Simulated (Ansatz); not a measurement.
## TaN, space group P6/mmm: cell relaxations under several functionals, step by step

With Ansatz 0.2.0 through its Python package.

Run as a notebook:

In [1]:
```python
import warnings

import ansatz as az
import numpy as np
```

In [2]:
```python
def edges_and_angles(cell):
    cell = np.asarray(cell)
    a, b, c = np.linalg.norm(cell, axis=1)
    cosines = cell[1] @ cell[2] / (b * c), cell[0] @ cell[2] / (a * c), cell[0] @ cell[1] / (a * b)
    return (a, b, c, *np.degrees(np.arccos(cosines)))
```

In [3]:
```python
warnings.simplefilter("ignore", az.DeckWarning)

structure = (
    az.Lattice.of((5.191, 0.0, 0.0), (-2.5955, 4.49553787, 0.0), (0.0, 0.0, 2.908))
    .atom("Ta", (0.0, 0.0, 0.0))
    .atom("Ta", (1 / 3, 2 / 3, 0.5))
    .atom("Ta", (2 / 3, 1 / 3, 0.5))
    .atom("N", (0.5, 0.0, 0.0))
    .atom("N", (0.5, 0.5, 0.0))
    .atom("N", (0.0, 0.5, 0.0))
)
```

In [4]:
```python
structure.resolved().sites[-1]
```
Out [4]:
```text
Site(symbol='N', position=(0.0, 0.5, 0.0), moment=None, axis=None, held=None, saved=None)
```

In [5]:
```python
calculation = (
    structure.calculation()
    .occupations("Marzari-Vanderbilt", width=150 * az.meV)
    .scf(tolerance=1e-10)
    .kpoints(5, 5, 8)
    .relax(cell=True, force_tolerance=0.005)
)
```

In [6]:
```python
levels = [("rpbe", "none"), ("revpbe", "d3bj"), ("lda", "none")]
print("level            a       b       c    alpha   beta  gamma  V/atom  steps")
for name, dispersion in levels:
    seen = []
    run = calculation.functional(name, dispersion=dispersion).session().plan()
    result = run.execute(on_event=lambda e: seen.append(e) if e["event"] == "relax_step" else None)
    cell = result.lattice.cell_ang
    label = name if dispersion == "none" else f"{name}+{dispersion}"
    print("{:13s} {:7.4f} {:7.4f} {:7.4f} {:6.2f} {:6.2f} {:6.2f}".format(label, *edges_and_angles(cell)), f"{abs(np.linalg.det(cell)) / len(result.lattice.sites):7.3f} {len(seen):5d}")
```
```text
level            a       b       c    alpha   beta  gamma  V/atom  steps
rpbe           5.2884  5.2884  2.9361  90.00  90.00 120.00  11.852     7
revpbe+d3bj    5.1889  5.1889  2.9134  90.00  90.00 120.00  11.322     4
lda            5.1664  5.1664  2.8891  90.00  90.00 120.00  11.130     7
```

From smallest to largest: LDA (11.13 Å³ an atom, -1.6 % against the start), revPBE+D3BJ (11.32 Å³ an atom, +0.1 % against the start) and RPBE (11.85 Å³ an atom, +4.8 % against the start). The spread is 6.5 % in volume.

Spin is left out of this run. Forces vanish by symmetry, so the ions can't move, and the end may be a saddle. Dispersion corrections can be off by several per cent in the lattices of metals, and by several GPa in the pressure at a fixed cell. The mesh is modest for a metal, so energies can be off by several to tens of meV an atom and pressures by half a GPa or more; differences at equal mesh fare better. Spin-orbit coupling, which matters for elements this heavy, is left out. The starting cell is as deposited in a crystallographic database; the results hold for this polymorph, which needn't be the stable one. Wall time of the script: 58 s on 1 thread of Arm Neoverse V1 (shared host), peak memory 0.41 GiB.
